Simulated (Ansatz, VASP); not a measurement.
**SiC in VASP and in Ansatz**

Contents of INCAR:

```
PREC = Accurate ; ENCUT = 520
EDIFF = 1E-7 ; ISMEAR = 0
SIGMA = 0.05 ; LREAL = False
LASPH = True ; NELM = 100
ALGO = Normal ; ISIF = 2
LWAVE = False ; LCHARG = True
GGA = PS ; LELF = True
LVHAR = True ; NBANDS = 26
```

File KPOINTS:

```
regular mesh
0
Gamma
  12 12 4
```

Contents of POSCAR:

```
SiC
1.0
    2.8626000000      0.0000000000      0.0000000000
   -1.4313000000      2.4790843209      0.0000000000
    0.0000000000      0.0000000000     10.6132000000
Si C
4 4
Direct
    0.6666666667      0.3333333333      0.9378278494
    0.3333333333      0.6666666667      0.4378278494
    0.0000000000      0.0000000000      0.6878973398
    0.0000000000      0.0000000000      0.1878973398
    0.6666666667      0.3333333333      0.7498191768
    0.3333333333      0.6666666667      0.2498191768
    0.0000000000      0.0000000000      0.5004546340
    0.0000000000      0.0000000000      0.0004546340
```

Input for Ansatz:

```yaml
crystal:
  lattice:
    - [2.8626, 0.0, 0.0]
    - [-1.4313, 2.4790843209, 0.0]
    - [0.0, 0.0, 10.6132]
  atoms:
    - { symbol: Si, position: [0.6666666667, 0.3333333333, 0.9378278494] }
    - { symbol: Si, position: [0.3333333333, 0.6666666667, 0.4378278494] }
    - { symbol: Si, position: [0.0, 0.0, 0.6878973398] }
    - { symbol: Si, position: [0.0, 0.0, 0.1878973398] }
    - { symbol: C, position: [0.6666666667, 0.3333333333, 0.7498191768] }
    - { symbol: C, position: [0.3333333333, 0.6666666667, 0.2498191768] }
    - { symbol: C, position: [0.0, 0.0, 0.500454634] }
    - { symbol: C, position: [0.0, 0.0, 0.000454634] }
basis:
  ecutwfc: 520.0
kpoints:
  mp_grid: { grid: [12, 12, 4] }
hamiltonian:
  xc: pbesol
  pseudopotentials: { kind: paw, azcp: { folder: soft_1 } }
scf:
  occupations: { method: gaussian, width: 0.05 }
output:
  forces: true
  stress: true
  eigenvalues: true
  write_density: true
  write_potential: true
  elf: true
  volumetric_format: npy
```

Alike in both runs: task single point; functional PBEsol; k mesh 12 × 12 × 4; occupations gaussian, width 0.05 eV; no spin polarisation.

```csv
,VASP,Ansatz
version,VASP 6.6.1,Ansatz 0.2.0
potentials or method,"VASP PAW PBE potentials, release 64 (Si, C)","scalar-relativistic, plane waves, PAW"
plane-wave cutoff (eV),520,520
valence electrons in the cell,32,32
```

Ansatz gave:

| Property | Result |
| --- | --- |
| gap on the k mesh at the Fermi level (eV) | 1.30 |
| least direct gap on the mesh (eV) | 2.84 |
| rms of the force components (eV/Å) | 0.736 |

Q: Which values does VASP return?

A: gap on the k mesh at the Fermi level (eV): 1.28; least direct gap on the mesh (eV): 2.81; rms of the force components (eV/Å): 0.743.

Atom by atom the forces differ by 0.008 eV/Å (rms over components). The functional is the same, so the differences come from potentials, cutoffs and numerics. Ansatz warned: «pseudo_functional_mismatch».

Caveats: the PAW data sets were made with another functional, which shifts forces and pressure a little (VASP). A k mesh can miss the band edges.
